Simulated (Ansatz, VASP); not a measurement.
## Two plane-wave programs on AlN

```
Al N
1.0
     2.58546    0.00000    0.00000
     0.00000    2.58546    0.00000
     0.00000    0.00000    2.58546
Al N
1 1
Direct
  0.00000 0.00000 0.00000
  0.50000 0.50000 0.50000
```

Alike in both runs: task single point; functional PBEsol; k mesh 6 × 6 × 6; occupations methfessel-paxton of order 1, width 0.5 eV; no spin polarisation.

|  | VASP | Ansatz |
| --- | --- | --- |
| version | VASP 6.6.1 | Ansatz 0.2.0 |
| potentials or method | VASP PAW PBE potentials, release 64 (Al, N) | plane waves |
| plane-wave cutoff (eV) | 520 | 420 |
| valence electrons in the cell | 8 | 8 |

```csv
,VASP,Ansatz,Ansatz less VASP
pressure (GPa),1.1,1.1,+0.04
```

Caveats: the k mesh is coarse (spacing up to 0.41 Å⁻¹), so the values aren't converged; the PAW data sets were made with another functional, which shifts forces and pressure a little (VASP).
